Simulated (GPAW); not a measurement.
The system is Hf.

```xyz
3
Lattice="4.9623 0.0000 0.0000 -2.4812 4.2975 0.0000 0.0000 0.0000 3.0862" Properties=species:S:1:pos:R:3 pbc="T T T"
Hf    0.0000    0.0000    0.0000
Hf    0.0000    2.8650    1.5431
Hf    2.4812    1.4325    1.5431
```

This isn't the form of Hf at room conditions, which is hcp.

```yaml
Program: GPAW 26.7.0
Task: relaxation of cell and atoms
Functional: PBEsol
Potentials_or_basis: PAW data sets generated in the run's folder for this functional
Cutoff: 600 eV
Basis: pw
k_mesh: 5 × 5 × 6
Occupations: fermi-dirac, width 0.05 eV
Spin: no spin polarisation
```

At the start: pressure -2.4 GPa; volume 21.94 Å³/atom.

Task: How do energy, volume and symmetry change on relaxing?

Result: Over 3 steps the energy falls by 3.7 meV/atom and the volume is 21.46 Å³/atom (-2.2 %); space group P6/mmm (No. 191, to 0.05 Å).

The path:
```
step  energy change (eV)  largest force (eV/Å)  pressure (GPa)  volume (Å³)
   1              0.0000                0.0000           -2.41        65.82
   2             -0.0042                0.0000           -1.90        65.51
   3             -0.0111                0.0000            0.03        64.38
```

Final structure:
```cif
data_structure
_symmetry_space_group_name_H-M 'P 1'
_symmetry_Int_Tables_number 1
_cell_length_a 4.9253
_cell_length_b 4.9253
_cell_length_c 3.0646
_cell_angle_alpha 90.000
_cell_angle_beta 90.000
_cell_angle_gamma 120.000
_cell_volume 64.38
loop_
_atom_site_label
_atom_site_type_symbol
_atom_site_fract_x
_atom_site_fract_y
_atom_site_fract_z
_atom_site_occupancy
Hf1 Hf 0.00000 0.00000 0.00000 1
Hf2 Hf 0.33333 0.66667 0.50000 1
Hf3 Hf 0.66667 0.33333 0.50000 1
```

Caveat: later steps reuse the first step's grids.
